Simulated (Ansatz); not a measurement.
## What LaGaS3 (model cell, started as cubic perovskite with Ga in the octahedra) distorts into

Which phase does LaGaS3 (model cell, started as cubic perovskite with Ga in the octahedra) fall into along its unstable mode, and how much energy does it gain?

Method: DFT PBEsol, scalar-relativistic, plane waves, PAW; PAW set soft_1, in Ansatz 0.2.0.

The structure was built from a prototype and need not be the compound's stable phase.

## (1) The starting structure

The structure is cubic, space group Pm-3m (No. 221). The conventional cell has a = 4.679 Å, b = 4.679 Å, c = 4.679 Å, α = 90.00°, β = 90.00°, γ = 90.00°. La has 12 S at 3.31 Å nearest. Nearest to Ga lie 6 S at 2.34 Å. S has 2 Ga at 2.34 Å and 4 La at 3.31 Å nearest. Farther neighbours and most contacts between anions are not listed.

## (2) Phonons on a q mesh

The cell comes from relaxations at this level that are not shown. Stability and thermal properties need the whole zone. Linear response on a 4×4×4 q mesh gives force constants as far as a supercell of that size would.

The input, input.yaml:

```yaml
crystal:
  lattice:
    - [4.6785878409, 0.0, 0.0]
    - [0.0, 4.6785878409, 0.0]
    - [0.0, 0.0, 4.6785878409]
  atoms:
    - { symbol: La, position: [0.0, 0.0, 0.0] }
    - { symbol: Ga, position: [0.5, 0.5, 0.5] }
    - { symbol: S, position: [0.5, 0.5, 0.0] }
    - { symbol: S, position: [0.5, 0.0, 0.5] }
    - { symbol: S, position: [0.0, 0.5, 0.5] }
kpoints:
  mp_grid: { grid: [8, 8, 8] }
hamiltonian:
  xc: pbesol
  pseudopotentials: { kind: paw, azcp: { folder: soft_1 }, xc_functional: pbe }
scf:
  occupations: { method: methfessel_paxton, width: 0.2 }
output:
  eigenvalues: true
phonons:
  method: dfpt
  qmesh: [4, 4, 4]
  temperatures: { t_max: 1000, t_step: 50 }
  qpath:
    path:
      - [[0.0, 0.0, 0.0], [0.0, 0.5, 0.0], [0.5, 0.5, 0.0], [0.0, 0.0, 0.0], [0.5, 0.5, 0.5], [0.0, 0.5, 0.0]]
      - [[0.5, 0.5, 0.5], [0.5, 0.5, 0.0]]
    npoints: 10
```

Launch:

```sh
$ ansatz run input.yaml --threads 8 --pin off --max-ram 16384MiB --backend cpu --events-out ev --progress --plain --runs-dir out
```

Numbers of over 12 decimals in the logs are rounded to 6 here.

The program printed:

```text
Engine: ansatz 0.2.0, aarch64-unknown-linux-gnu
Pseudopotentials: kind: paw
Pseudopotential: La, paw, valence charge 11, recommended cutoff 420 eV (normal), soft_1/La.paw.azcp
Pseudopotential: Ga, paw, valence charge 13, recommended cutoff 420 eV (normal), soft_1/Ga.paw.azcp
Pseudopotential: S, paw, valence charge 6, recommended cutoff 420 eV (normal), soft_1/S.paw.azcp
Functional definition: PBEsol
  exchange = pbesol_x
  correlation = pbesol_c
Crystal: 5 atoms, lattice volume = 102.410 Å³
Basis set: ecut = 420 eV, 2007 PW (Γ), exchange–correlation on 64×64×64 points (8 copies of the dense FFT grid, shifted against one another)
Bands: 26, of which v1, the nominal top of the filled ones, is band 21 counted from 1 (20 counted from 0)
Symmetry: 48 space group operations
k-points: 35 of 512
Non-local potential: La, projectors of the file, l = 0: 3, l = 1: 2, l = 2: 2, l = 3: 3
Non-local potential: Ga, projectors of the file, l = 0: 2, l = 1: 2, l = 2: 3, l = 3: 1
Non-local potential: S, projectors of the file, l = 0: 2, l = 1: 2, l = 2: 1
PAW form: soft (Blöchl's): semilocal exchange-correlation on the pseudo side does not see the compensation charge
PAW frozen core: La, regenerated for the run's functional, and the local potential with it (the file was generated under x = pbe(κ = 0.804, μ = 0.219515), c = pbe(β = 0.066725))
PAW frozen core: Ga, regenerated for the run's functional, and the local potential with it (the file was generated under x = pbe(κ = 0.804, μ = 0.219515), c = pbe(β = 0.066725))
PAW frozen core: S, regenerated for the run's functional, and the local potential with it (the file was generated under x = pbe(κ = 0.804, μ = 0.219515), c = pbe(β = 0.066725))
PAW one-centre angular grid: La, 590 points (default); XC on 64 Gauss nodes
PAW one-centre angular grid: Ga, 590 points (default); XC on 64 Gauss nodes
PAW one-centre angular grid: S, 110 points (default); XC on 64 Gauss nodes
Initial density: superposition of atomic densities (chi_scale 0.1, normalization cell, long waves kept (reshape's long-wave potential 0.00 eV rms))
Initial wavefunctions: pseudopotential atomic-orbital guess
Functional: x = pbesol(κ = 0.804, μ = 0.123457), c = pbesol(β = 0.046)
SCF iter   1: F=—  HF=-12565.457446 eV  |F-HF|=—  |Δ(HF+E_count)|=         —  Δρ=3.95e-2  dr2=2.44e0  ethr=3.10e-3  ⟨swp⟩=7.8  Hψ=16072  notcnv=0  defer=21
automatic band count: the SCF goes on with 31 bands, as 26 were too few: they end inside the smearing window of the response
automatic band count: the SCF goes on with 41 bands, as 31 were too few: they end inside the smearing window of the response
preconditioner: auto → Kerker (q_TF=auto, 2.352 Å⁻¹)  [metal: Δε(μ)=0.036 eV  Ē_g=12.885 eV  σ=0.200 eV  W_gap=0.15  n_scr=26 (ndim 8)  ℏωp=23.2 eV  f_vac=0.000  D(μ)=1.47/eV (n_scr^D=6)]
SCF iter   2: F=—  HF=-12565.252579 eV  |F-HF|=—  |Δ(HF+E_count)|=   2.05e-1  S|Δr|=    0.00e0  Δρ=2.45e-2  dr2=9.67e-1  ethr=3.10e-3  ⟨swp⟩=1.9  Hψ=1877  notcnv=0  defer=82
SCF iter   3: F=—  HF=-12565.105732 eV  |F-HF|=—  |Δ(HF+E_count)|=   1.47e-1  S|Δr|=    0.00e0  Δρ=7.91e-3  dr2=1.17e-1  ethr=2.30e-3  ⟨swp⟩=2.0  Hψ=1706  notcnv=0  defer=82
SCF iter   4: F=—  HF=-12565.082801 eV  |F-HF|=—  |Δ(HF+E_count)|=   2.29e-2  S|Δr|=    0.00e0  Δρ=5.10e-3  dr2=4.24e-2  ethr=2.78e-4  ⟨swp⟩=2.0  Hψ=2379  notcnv=0  defer=169
SCF iter   5: F=—  HF=-12565.071833 eV  |F-HF|=—  |Δ(HF+E_count)|=   1.10e-2  S|Δr|=    0.00e0  Δρ=1.97e-3  dr2=2.01e-3  ethr=1.01e-4  ⟨swp⟩=2.0  Hψ=2220  notcnv=0  defer=202
SCF iter   6: F=—  HF=-12565.070978 eV  |F-HF|=—  |Δ(HF+E_count)|=   8.55e-4  S|Δr|=    0.00e0  Δρ=4.62e-4  dr2=2.12e-4  ethr=4.78e-6  ⟨swp⟩=2.5  Hψ=1536  notcnv=0  defer=211
SCF iter   7: F=—  HF=-12565.070931 eV  |F-HF|=—  |Δ(HF+E_count)|=   4.70e-5  S|Δr|=    0.00e0  Δρ=5.26e-5  dr2=5.79e-6  ethr=5.04e-7  ⟨swp⟩=2.1  Hψ=1674  notcnv=0  defer=211
SCF iter   8: F=—  HF=-12565.070931 eV  |F-HF|=—  |Δ(HF+E_count)|=   4.98e-7  S|Δr|=    0.00e0  Δρ=1.42e-5  dr2=5.90e-7  ethr=1.38e-8  ⟨swp⟩=2.0  Hψ=1776  notcnv=0  defer=211
SCF iter   9: F=—  HF=-12565.070931 eV  |F-HF|=—  |Δ(HF+E_count)|=   1.27e-9  S|Δr|=    0.00e0  Δρ=4.20e-6  dr2=3.06e-8  ethr=1.40e-9  ⟨swp⟩=2.3  Hψ=1698  notcnv=0  defer=257
SCF iter  10: F=—  HF=-12565.070931 eV  |F-HF|=—  |Δ(HF+E_count)|=  3.93e-10  S|Δr|=    0.00e0  Δρ=6.56e-7  dr2=4.45e-10  ethr=7.28e-11  ⟨swp⟩=2.1  Hψ=1493  notcnv=0  defer=257
SCF iter  11: F=—  HF=-12565.070931 eV  |F-HF|=—  |Δ(HF+E_count)|=  1.11e-10  S|Δr|=    0.00e0  Δρ=1.69e-7  dr2=3.50e-11  ethr=1.06e-12  ⟨swp⟩=2.1  Hψ=1756  notcnv=0  defer=257
SCF iter  12: F=-12565.070931 eV  HF=-12565.070931 eV  |F-HF|=1.82e-12  |Δ(HF+E_count)|=  7.28e-12  S|Δr|=    0.00e0  Δρ=4.64e-8  dr2=1.49e-12  ethr=1.00e-12  ⟨swp⟩=13.6  Hψ=8862  notcnv=0
SCF 1 converged in 12 iterations: F = -12565.070931 eV  dr2 = 1.49e-12
  greatest PAW one-centre occupation: 0.995 electrons in one spin orbital (limit 2), on the Ga atom at site 1 (counted from 0), in its partial waves of l = 2
Initial density: read from a saved state, or passed on in memory by an earlier SCF of this step, an earlier step, the calling program or the single point that the run made first
iter 1 solved again at ethr=1.28e-7 eV; its pass at ethr=3.10e-3 eV (dr2=5.37e-5 eV) is discarded
SCF iter   1: F=—  HF=-12565.070932 eV  |F-HF|=—  |Δ(HF+E_count)|=         —  Δρ=6.92e-7  dr2=5.03e-10  ethr=1.28e-7  ⟨swp⟩=4.9  Hψ=7391  notcnv=0
eigensolver tolerance schedule: the retry pair's looser diagonalisation over-reported the residual by 106750.34 of it (diagonalisation noise at an unbounded share of the residual, at the tolerance the schedule requests for it); recorded, not acted on — ethr = c·dr2/N_el stays at c = 1.0e-1
preconditioner: auto → Kerker (q_TF=auto, 2.352 Å⁻¹)  [metal: Δε(μ)=0.072 eV  Ē_g=10.980 eV  σ=0.200 eV  W_gap=0.30  n_scr=26 (ndim 8)  ℏωp=23.2 eV  f_vac=0.000  D(μ)=1.23/eV (n_scr^D=6)]
SCF iter   2: F=—  HF=-12565.070931 eV  |F-HF|=—  |Δ(HF+E_count)|=   8.02e-7  S|Δr|=    0.00e0  Δρ=4.38e-7  dr2=2.29e-10  ethr=1.20e-12  ⟨swp⟩=4.7  Hψ=2823  notcnv=0
SCF iter   3: F=—  HF=-12565.070931 eV  |F-HF|=—  |Δ(HF+E_count)|=  4.73e-11  S|Δr|=    0.00e0  Δρ=2.58e-7  dr2=7.48e-11  ethr=1.00e-12  ⟨swp⟩=1.4  Hψ=931  notcnv=0
SCF iter   4: F=—  HF=-12565.070931 eV  |F-HF|=—  |Δ(HF+E_count)|=  1.46e-11  S|Δr|=    0.00e0  Δρ=1.54e-7  dr2=2.34e-11  ethr=1.00e-12  ⟨swp⟩=1.1  Hψ=912  notcnv=0
SCF iter   5: F=-12565.070931 eV  HF=-12565.070931 eV  |F-HF|=5.46e-12  |Δ(HF+E_count)|=  5.46e-12  S|Δr|=    0.00e0  Δρ=7.61e-8  dr2=5.38e-12  ethr=1.00e-12  ⟨swp⟩=3.2  Hψ=2005  notcnv=0
SCF 2 converged in 5 iterations: F = -12565.070931 eV  dr2 = 5.38e-12
phonons: the bands overlap, so this run is a metal and interpolates without the dipole-dipole term. If the crystal is really an insulator or semiconductor, its LO-TO splitting is missing
NSCF: frozen V_eff on 35 k-points
WARN: eigensolver did not converge in 2 slots of this pass, the one above among them; of largest residual over every band (k=15): 1 band(s) unlocked (lowest unlocked band 40, counted from 0; max residual 4.41e-5 eV among the unlocked bands, 4.41e-5 eV over every band); of lowest unlocked band (k=2): band 40
NSCF: frozen V_eff on 125 k-points
DFPT response loops at q = (0, 0, 0) (fractional): preconditioner auto → Kerker (q_TF=auto, 2.352 Å⁻¹) (partly filled bands, converged f_vac=0.000); β = 1.00, the filter's whole step (`scf.mixing.beta` (0.50) is not read by the response loops under this deck's `scf.mixing.preconditioner`; to damp them name `kerker` or `kerker_dos`, under which they read `scf.mixing.beta`, and type it under 1.00, their step now; both keys bind the ground state too); Broyden in place of MSR1
NSCF: frozen V_eff on 400 k-points
DFPT response loops at q = (0, 0, 0.25) (fractional): mixed as the last ones told, above
NSCF: frozen V_eff on 250 k-points
DFPT response loops at q = (0, 0, -0.5) (fractional): mixed as the last ones told, above
NSCF: frozen V_eff on 640 k-points
DFPT response loops at q = (0, 0.25, 0.25) (fractional): mixed as the last ones told, above
NSCF: frozen V_eff on 400 k-points
DFPT response loops at q = (0, 0.25, -0.5) (fractional): mixed as the last ones told, above
NSCF: frozen V_eff on 250 k-points
DFPT response loops at q = (0, -0.5, -0.5) (fractional): mixed as the last ones told, above
NSCF: frozen V_eff on 1024 k-points
DFPT response loops at q = (0.25, 0.25, 0.25) (fractional): mixed as the last ones told, above
NSCF: frozen V_eff on 640 k-points
DFPT response loops at q = (0.25, 0.25, -0.5) (fractional): mixed as the last ones told, above
NSCF: frozen V_eff on 400 k-points
DFPT response loops at q = (0.25, -0.5, -0.5) (fractional): mixed as the last ones told, above
NSCF: frozen V_eff on 250 k-points
DFPT response loops at q = (-0.5, -0.5, -0.5) (fractional): mixed as the last ones told, above
SCF converged after 12 iterations
Stability not checked: this state was not tested for a lower state beside it, because cold or Methfessel-Paxton smearing, or corrected tetrahedra, fill the levels in a way that the test cannot read (fill_not_monotonic; see scf.lower_state_search)
Free energy (F): -12565.070931 eV
Harris-Foulkes:  -12565.070931 eV  (|F-HF|=1.82e-12)
Internal energy: -12565.074777 eV  (E = F + TS)
E sigma→0 (E₀):  -12565.071892 eV
Entropy (-TS):   0.003846 eV (0.769 meV/atom)
Fermi energy:    9.243907 eV
--- Per-component energies (eV) ---
  E_band       = -45.771708
  E_kinetic    = 614.289070
  E_local      = -2293.233446  (includes V_loc(G=0)·N_el)
  E_nonlocal   = 104.968729
  E_hartree    = 1247.952263
  E_xc         = -469.357630
  E_vxc        = -449.492817  (∫ρ·V_xc dr)
  E_paw        = -9062.472231  (= ΣΔE_a)
  E_vpaw       = -518.207563  (= ΣTr[D̂ρ^β])
  E_aug_tail   = -0.000218  (compensation charges beyond the density's cutoff)
  E_ewald      = -2708.439177
  E_core_change = 1.217863  (= ΣΔE_core)
  E_smearing   = 0.003846  (= −TS)
  E_closure    = 0.000000  (closes the sum)
  Σ components = -12565.070931   (vs F -12565.070931, Δ=0.00e0)
--- Band table (eV; the first three rows and the last of 35) ---
  k-point 0: bands = [... 17 lower, 7.8415, 7.8415, 8.8069, 8.8069, 8.8069, 10.6306, 10.6306, 11.1184, ... 16 higher]
  k-point 1: bands = [... 17 lower, 7.7078, 7.7078, 8.6897, 8.6897, 8.7969, 10.7507, 10.8742, 11.0962, ... 16 higher]
  k-point 2: bands = [... 17 lower, 7.4575, 7.4575, 8.4091, 8.4091, 9.5470, 10.9537, 11.0653, 11.0770, ... 16 higher]
  k-point 34: bands = [... 17 lower, 8.9227, 9.3992, 9.3992, 9.3992, 11.0832, 11.0832, 11.0832, 11.1373, ... 16 higher]
--- Phonons (Γ-DFPT): 4 representative perturbations + reference (Σ response iterations 13) ---
  ASR residual: 8.147e-5 → 0.000e0 eV/Å²; symmetrization residual: 5.324e-6 eV/Å²
  ASR residual per site (eV/Å²): 7.86e-6 8.15e-5 1.65e-5 1.65e-5 1.65e-5
  Γ frequencies (cm⁻¹): -102.44 -102.44 -102.44 -98.45 -98.45 -98.45 0.00 0.00 0.00 49.53 49.53 49.53 356.78 356.78 356.78
--- Phonons (arbitrary-q DFPT): 10 irreducible q on the 4×4×4 mesh ---
  q = [0.0000, 0.0000, 0.0000] (star 1, of the zone-centre solve; hermiticity 8.89e-7, symmetrization 2.98e-12): -102.44 -102.44 -102.44 -98.45 -98.45 -98.45 -0.00 0.00 0.00 49.53 49.53 49.53 356.78 356.78 356.78
  q = [0.0000, 0.0000, 0.2500] (star 6, 9 solved perturbations in 1560 linear systems a pass and spin channel, the states on 200 of 512 k-point pairs; hermiticity 7.11e-7, symmetrization 2.80e-12): -94.76 -94.76 -81.03 -81.03 -80.37 26.13 32.42 32.42 62.02 62.02 75.53 139.58 356.73 359.03 359.03
  q = [0.0000, 0.0000, -0.5000] (star 3, 9 solved perturbations in 975 linear systems a pass and spin channel, the states on 125 of 512 k-point pairs; hermiticity 6.25e-7, symmetrization 2.98e-8): -89.28 -89.28 -57.22 -57.22 -53.21 33.32 33.32 54.07 73.94 73.94 129.30 207.63 350.36 363.13 363.13
  q = [0.0000, 0.2500, 0.2500] (star 12, 9 solved perturbations in 2460 linear systems a pass and spin channel, the states on 320 of 512 k-point pairs; hermiticity 6.69e-7, symmetrization 2.77e-13): -135.05 -106.14 -79.70 -64.35 -56.10 36.82 51.35 67.15 76.14 136.46 144.24 153.41 309.40 361.97 389.18
  q = [0.0000, 0.2500, -0.5000] (star 12, 15 solved perturbations on 200 of 512 k-point pairs; hermiticity 6.50e-7, symmetrization 2.96e-7): -144.67 -87.43 -85.34 -68.11 -33.79 35.02 72.18 79.48 85.64 157.57 162.82 210.95 278.30 366.02 394.09
  q = [0.0000, -0.5000, -0.5000] (star 3, 9 solved perturbations in 975 linear systems a pass and spin channel, the states on 125 of 512 k-point pairs; hermiticity 6.56e-7, symmetrization 8.13e-8): -164.65 -108.97 -108.97 -18.72 16.93 16.93 89.10 89.10 93.59 182.02 216.32 216.32 223.00 369.76 398.51
  q = [0.2500, 0.2500, 0.2500] (star 8, 4 solved perturbations in 1376 linear systems a pass and spin channel, the states on 512 of 512 k-point pairs; hermiticity 3.77e-7, symmetrization 4.60e-12): -144.05 -129.38 -129.38 -59.28 -59.28 31.53 101.08 101.08 149.36 151.15 151.15 165.27 307.15 307.15 413.33
  q = [0.2500, 0.2500, -0.5000] (star 12, 9 solved perturbations in 2460 linear systems a pass and spin channel, the states on 320 of 512 k-point pairs; hermiticity 5.70e-7, symmetrization 6.61e-8): -153.90 -139.65 -130.60 -62.32 -51.75 15.39 111.47 121.25 157.50 160.11 167.95 215.21 264.05 306.07 419.38
  q = [0.2500, -0.5000, -0.5000] (star 6, 9 solved perturbations in 1560 linear systems a pass and spin channel, the states on 200 of 512 k-point pairs; hermiticity 5.47e-7, symmetrization 8.88e-8): -174.14 -150.00 -150.00 -56.34 -56.34 -38.49 127.15 127.15 163.56 167.74 220.99 220.99 225.26 287.49 424.97
  q = [-0.5000, -0.5000, -0.5000] (star 1, 4 solved perturbations in 350 linear systems a pass and spin channel, the states on 125 of 512 k-point pairs; hermiticity 3.65e-7, symmetrization 1.30e-8): -185.03 -185.03 -185.03 -63.90 -63.90 -63.90 141.95 141.95 141.95 224.78 224.78 226.21 226.21 226.21 431.32
  sum rule: each row above includes the acoustic sum rule's correction from the zone centre's row sums; it moved no ω² by more than (0.56 cm⁻¹)²
  mesh force constants: q→R imaginary residual 7.32e-19; ASR residual 8.147e-5 → 0.000e0 eV/Å²; symmetrization residual 2.487e-14 eV/Å²
  interpolated dispersion: 62 rows × 15 modes
  density of states and harmonic sums: on the 16×16×16 q-mesh, interpolated from the force constants of a 4×4×4 supercell (no non-analytic term)
  largest difference from the sums on the solved wave vectors: F 4.28e-2 eV, S 5.10e-5 and C_V 1.08e-5 eV/K
  zero-point energy: 0.112531 eV/cell   skipped modes (ω ≤ 0): 874, of them read as no rigid motion or as one in doubt: 871 (5.219e0 modes/cell left out, lowest -185.03 cm⁻¹)   left out of the sums: 3.48e-1 of the cell's modes: C_V's classical limit lies that fraction below 3 k_B per atom; for a crystal, a wire or a layer, F and S can be off by more, and a phonons.interpolated_qmesh denser along its periods is the remedy for the sampling
```

It took 11 min on 8 threads of Arm Neoverse V1, shared host; peak memory 4.4 GiB.

The column dr2 measures how far the density is from self-consistency, as an energy; F and HF (Harris–Foulkes) agree once it is small.

This step gave:

```yaml
volume_per_atom: 20.48 Å³
gap_on_the_k_mesh: 0 eV
sum_rule_residual_before_enforcement: 8.15e-5 eV/Å²
lowest_frequency_on_the_path: -185.0 cm⁻¹
point_group: m-3m
highest_frequency_on_the_path_or_at_a_solved_wavevector: 431.3 cm⁻¹
highest_optical_mode_at_the_zone_centre_no_lo_to_term: 356.8 cm⁻¹
lowest_optical_zone_centre_mode: -102.4 cm⁻¹
lowest_mode_on_the_q_mesh_acoustic_modes_at_gamma_apart: -185.0 cm⁻¹
```

Frequencies (cm⁻¹) solved at each irreducible wavevector; negative means imaginary. Frequencies by wavevector, by row:

| q in reciprocal lattice units | star | mode 1 | mode 2 | mode 3 | mode 4 | mode 13 | mode 14 | mode 15 |
| --- | --- | --- | --- | --- | --- | --- | --- | --- |
| 0 0 0 | 1 | -102.4 | -102.4 | -102.4 | -98.5 | 356.8 | 356.8 | 356.8 |
| 0 0 0.25 | 6 | -94.8 | -94.8 | -81 | -81 | 356.7 | 359 | 359 |
| 0 0 -0.5 | 3 | -89.3 | -89.3 | -57.2 | -57.2 | 350.4 | 363.1 | 363.1 |
| 0 0.25 0.25 | 12 | -135.1 | -106.1 | -79.7 | -64.3 | 309.4 | 362 | 389.2 |
| 0 0.25 -0.5 | 12 | -144.7 | -87.4 | -85.3 | -68.1 | 278.3 | 366 | 394.1 |
| 0 -0.5 -0.5 | 3 | -164.7 | -109 | -109 | -18.7 | 223 | 369.8 | 398.5 |
| 0.25 0.25 0.25 | 8 | -144.1 | -129.4 | -129.4 | -59.3 | 307.1 | 307.1 | 413.3 |
| 0.25 0.25 -0.5 | 12 | -153.9 | -139.7 | -130.6 | -62.3 | 264.1 | 306.1 | 419.4 |
| 0.25 -0.5 -0.5 | 6 | -174.1 | -150 | -150 | -56.3 | 225.3 | 287.5 | 425 |
| -0.5 -0.5 -0.5 | 1 | -185 | -185 | -185 | -63.9 | 226.2 | 226.2 | 431.3 |

Interpolated from a 4×4×4 q mesh. Phonon branches along the path, in cm⁻¹:

```csv
point,branch 1,branch 2,branch 3,branch 4,branch 12,branch 13,branch 14,branch 15
Γ,-102,-102,-102,-98,50,357,357,357
halfway,-95,-95,-81,-81,140,357,359,359
X,-89,-89,-57,-57,208,350,363,363
halfway,-145,-87,-85,-68,211,278,366,394
M,-165,-109,-109,-19,216,223,370,398
halfway,-135,-106,-80,-64,153,309,362,389
Γ,-102,-102,-102,-98,50,357,357,357
halfway,-144,-129,-129,-59,165,307,307,413
R,-185,-185,-185,-64,226,226,226,431
halfway,-154,-140,-131,-62,215,264,306,419
X,-89,-89,-57,-57,208,350,363,363
jump to R,-185,-185,-185,-64,226,226,226,431
halfway,-174,-150,-150,-56,221,225,288,425
M,-165,-109,-109,-19,216,223,370,398
```

Symmetry leaves 10 wavevectors to solve. The lowest mode among them, the acoustic zeros apart, lies at q = (-0.5, -0.5, -0.5) and is imaginary, 185.0i cm⁻¹, so the energy falls along it.

(Continued in part 2 of 3.)

[Logs are printed without paths, hosts, clocks, repeated set-up lines and the standing remarks that a program may print on its own settings, such as how far it seeks lower states.]

[Hosts, paths, dates, database ids (printed as entryN), source tags and the programs' standing remarks are cut or masked in the printed files.]
